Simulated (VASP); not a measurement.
The system is W.

```
W
1.0
     2.55515    0.00000    0.00000
     0.00000    2.55515    0.00000
     0.00000    0.00000    2.55515
W
1
Direct
  0.00000 0.00000 0.00000
```

The cell was built by a generator and needn't be a form met in nature.

```yaml
Program: VASP 6.6.1
Task: relaxation of cell and atoms
Functional: PBE
Potentials_or_basis: VASP PAW PBE potentials, release 64 (W_sv)
Cutoff: 600 eV
k_mesh: 6 × 6 × 6
Occupations: gaussian, width 0.1 eV
Spin: no spin polarisation
```

At the start: pressure 23.9 GPa; volume 16.68 Å³/atom.

Problem. Where does the relaxation end?

Solution. Over 4 steps the energy falls by 106.8 meV/atom and the volume is 18.25 Å³/atom (+9.4 %); space group Pm-3m (No. 221, to 0.05 Å).

Step by step:
| step | energy change (eV) | largest force (eV/Å) | pressure (GPa) | volume (Å³) |
| --- | --- | --- | --- | --- |
| 1 | 0.0000 | 0.0000 | 23.86 | 16.68 |
| 2 | 0.5497 | 0.0000 | -32.44 | 23.43 |
| 3 | -0.1058 | 0.0000 | -2.01 | 18.40 |
| 4 | -0.1068 | 0.0000 | -0.21 | 18.25 |

Final structure:
```
W
1.0
     2.63286    0.00000    0.00000
     0.00000    2.63286    0.00000
     0.00000    0.00000    2.63286
W
1
Direct
  0.00000 0.00000 0.00000
```

Caveat: the k mesh is coarse (spacing up to 0.41 Å⁻¹), so the values aren't converged.
